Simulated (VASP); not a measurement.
Set up this calculation in VASP 6.6.1, as the native input.

- Task: relaxation of cell and atoms
- Functional: HSE06
- Potentials or basis: VASP PAW PBE potentials, release 64 (As, Ga_d)
- Cutoff: 600 eV
- k mesh: 4 × 4 × 4
- Occupations: fermi-dirac, width 0.05 eV
- Spin: no spin polarisation
- Grid for exact exchange (PRECFOCK): Fast
- Screening parameter: 0.2 1/A
- Further INCAR settings: ALGO = Normal; EDIFF = 1e-07; IBRION = 2; EDIFFG = -0.02; NSW = 40; ISIF = 3

Crystal: GaAs.

```
As Ga
1.0
     0.00000    2.82685    2.82685
     2.82685    0.00000    2.82685
     2.82685    2.82685    0.00000
As Ga
1 1
Direct
  0.75000 0.75000 0.75000
  0.00000 0.00000 0.00000
```

These files were run (other wordings do the same):

POSCAR

```
GaAs
1.0
    0.0000000000      2.8268500000      2.8268500000
    2.8268500000      0.0000000000      2.8268500000
    2.8268500000      2.8268500000      0.0000000000
As Ga
1 1
Direct
    0.7500000000      0.7500000000      0.7500000000
    0.0000000000      0.0000000000      0.0000000000
```

INCAR.step1

```
SYSTEM = GaAs
PREC = Accurate
ENCUT = 600
EDIFF = 1E-5
ISMEAR = -1
SIGMA = 0.05
LREAL = .False.
LASPH = .True.
NELM = 60
ALGO = Normal
LWAVE = .True.
LCHARG = .False.
GGA = PE
```

INCAR.step2

```
SYSTEM = GaAs
PREC = Accurate
ENCUT = 600
EDIFF = 1E-7
ISMEAR = -1
SIGMA = 0.05
LREAL = .False.
LASPH = .True.
NELM = 60
ALGO = Normal
ISIF = 3
LWAVE = .False.
LCHARG = .False.
GGA = PE
LHFCALC = .True.
HFSCREEN = 0.2
PRECFOCK = Fast
IBRION = 2
NSW = 40
EDIFFG = -0.02
ISTART = 1
```

KPOINTS

```
regular mesh
0
Gamma
  4 4 4
  0 0 0
```

Potentials or basis: VASP PAW PBE potentials, release 64 (As, Ga_d).

Run with:

```bash
$ cat potpaw_PBE.64/As/POTCAR potpaw_PBE.64/Ga_d/POTCAR > POTCAR
$ cp INCAR.step1 INCAR
$ mpirun -np 1 vasp_std > vasp.out
$ cp INCAR.step2 INCAR
$ mpirun -np 1 vasp_std > vasp.out
```

Results of the run:

```yaml
Relaxed_volume: 22.96 Å³/atom
Relaxed_cell: a = 4.019 Å, b = 4.019 Å, c = 4.019 Å, α = 60.00°, β = 60.00°, γ = 60.00°
Space_group_after_relaxing_to_0.05_Å: F-43m (No. 216)
Energy_gained_by_relaxing: 1.4 meV/atom
Ionic_steps: 3
Pressure_after_relaxing: 0.0 GPa
Band_gap_on_the_k_mesh: 1.35 eV, direct
```

Caveat: the k mesh is coarse (spacing up to 0.48 Å⁻¹), so the values aren't converged, least of all with exact exchange; the PAW data sets were made with another functional, which shifts forces and pressure a little.

Wall time 7.7 min on 1 thread of AMD EPYC 9R45 96-Core Processor (Zen 5) (shared host), peak memory 0.27 GiB.
